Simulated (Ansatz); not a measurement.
Se: computed DOS

```cif
data_structure
_symmetry_space_group_name_H-M 'P 1'
_symmetry_Int_Tables_number 1
_cell_length_a 3.0635
_cell_length_b 3.0635
_cell_length_c 3.0635
_cell_angle_alpha 60.000
_cell_angle_beta 60.000
_cell_angle_gamma 60.000
_cell_volume 20.33
loop_
_atom_site_label
_atom_site_type_symbol
_atom_site_fract_x
_atom_site_fract_y
_atom_site_fract_z
_atom_site_occupancy
Se1 Se 0.00000 0.00000 0.00000 1
```

The runs use the primitive cell with vectors (0.000, 2.166, 2.166), (2.166, 0.000, 2.166), (2.166, 2.166, 0.000) Å, to which the k mesh refers.

Conventional cell: a = 4.332 Å, b = 4.332 Å, c = 4.332 Å, α = 90.00°, β = 90.00°, γ = 90.00°. Around Se (atom 1) lie 12 Se at 3.06 Å.

The structure comes from a relaxation in the same program, started in the fcc type, and has space group Fm-3m. Whether it is a known phase or the ground state wasn't checked.

Theory: DFT, PBE, all-electron LAPW, scalar-relativistic in Ansatz 0.2.0.

Numerical set-up: a Γ-centred 16×16×16 k mesh, Fermi–Dirac smearing of 0.03 eV, basis error target 0.25 meV/atom, no spin polarisation.

States per eV and cell, averaged over 0.6 eV, from -7.0 to 5.4 eV, with energies (bin centres) from the Fermi level; empty bins are left out. 

| E (eV) | total |
| --- | --- |
| -6.8 | 0.02 |
| -6.2 | 0.21 |
| -5.6 | 0.49 |
| -5.0 | 0.99 |
| -4.4 | 0.58 |
| -3.8 | 0.45 |
| -3.2 | 0.52 |
| -2.6 | 0.53 |
| -2.0 | 0.57 |
| -1.4 | 0.67 |
| -0.8 | 0.89 |
| -0.2 | 0.91 |
| 0.4 | 0.87 |
| 1.0 | 0.84 |
| 1.6 | 0.80 |
| 2.2 | 0.46 |
| 2.8 | 0.20 |
| 5.2 | 0.03 |
